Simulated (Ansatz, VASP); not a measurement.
One calculation of SrO, two programs

```
Sr O
1.0
     3.10287    0.00000    0.00000
     0.00000    3.10287    0.00000
     0.00000    0.00000    3.10287
Sr O
1 1
Cartesian
  0.0000 0.0000 0.0000
  1.5514 1.5514 1.5514
```

Alike in both runs: task single point; functional PBE; k mesh 8 × 8 × 8; no spin polarisation.

|  | VASP | Ansatz |
| --- | --- | --- |
| version | VASP 6.6.1 | Ansatz 0.2.0 |
| potentials or method | VASP PAW PBE potentials, release 64 (Sr_sv, O) | plane waves, PAW |
| plane-wave cutoff (eV) | 520 | 420 |
| occupations | gaussian, width 0.01 eV | fixed |
| valence electrons in the cell | 16 | 16 |

VASP gave:

* gap on the k mesh at the Fermi level (eV): 2.75
* pressure (GPa): 3.6

Q: What did Ansatz give for the same quantities?

A: gap on the k mesh at the Fermi level (eV): 2.80; pressure (GPa): 2.8.

A k mesh can miss the band edges. As with any semilocal functional, this PBE gap is likely too small.
